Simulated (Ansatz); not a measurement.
**KTaO3 (001), cubic perovskite: biaxial strain and the free axis**

A thin film takes the in-plane lattice of its substrate and is free along the normal. How do the free axis and the stress follow the misfit? The strained cell has c along the film normal; unstrained it is a = 3.9842 Å, b = 3.9842 Å, c = 3.9842 Å, α = 90.00°, β = 90.00°, γ = 90.00°, with 5 atoms. The symmetry of the cell is held, so distortions that would lower it, which this phase may prefer, aren't tested.

Calculated with Ansatz 0.2.0, PBEsol, PAW files of the set soft_1, cutoff 600 eV, Fermi–Dirac smearing 0.02 eV, k-mesh 7×7×7, no spin polarisation, no spin-orbit coupling.

Relaxed positions at 0 %:

```csv
atom,x,y,z
Ta,0.5000,0.5000,0.5000
K,0.0000,0.0000,0.0000
O,0.5000,0.5000,0.0000
O,0.5000,0.0000,0.5000
O,0.0000,0.5000,0.5000
```

```csv
ε∥ (%),a (Å),c (Å),ε⊥ (%),"σ (GPa, tension positive)"
−3,3.8647,4.0283,1.108,−18.16
−1,3.9443,3.9982,0.352,−5.37
0,3.9842,3.9842,0.000,0.00
1,4.0240,3.9708,−0.335,4.77
2,4.0639,3.9581,−0.654,9.00
3,4.1037,3.9461,−0.955,12.74
```

**Question.** Fit both responses and give the free strain and the stress at −2 %, a row left out above.

Least squares with y = y0 + y1 ε + y2 ε² (ε in %) gives ε⊥ = 0.000 + (−0.3438) ε + (0.0085) ε² and σ = −0.01 + (5.136) ε + (−0.301) ε² GPa. The linear terms put the ratio of free to applied strain at −0.344 and the biaxial modulus at 514 GPa.

At −2 % the free strain comes out as 0.722 %. The run itself gives 0.721 %, so the estimate misses by 0.001 %, a rounding's worth.

The stress comes out as −11.49 GPa. The run itself gives −11.39 GPa, so the estimate misses by 0.10 GPa; the fitted rows themselves lie up to 0.08 GPa off the law.

For a cubic crystal strained in (001), ε⊥/ε∥ = −R with R = 2C12/C11, the modulus is C11 + C12 − 2C12²/C11 = C11(1 + R/2 − R²/2), so C11 = 462 GPa and C12 = 79 GPa.

The negative ε² term means that the crystal stiffens in compression and softens in tension.

[Logs are printed without paths, hosts, clocks, repeated set-up lines and the standing remarks that a program may print on its own settings, such as how far it seeks lower states.]
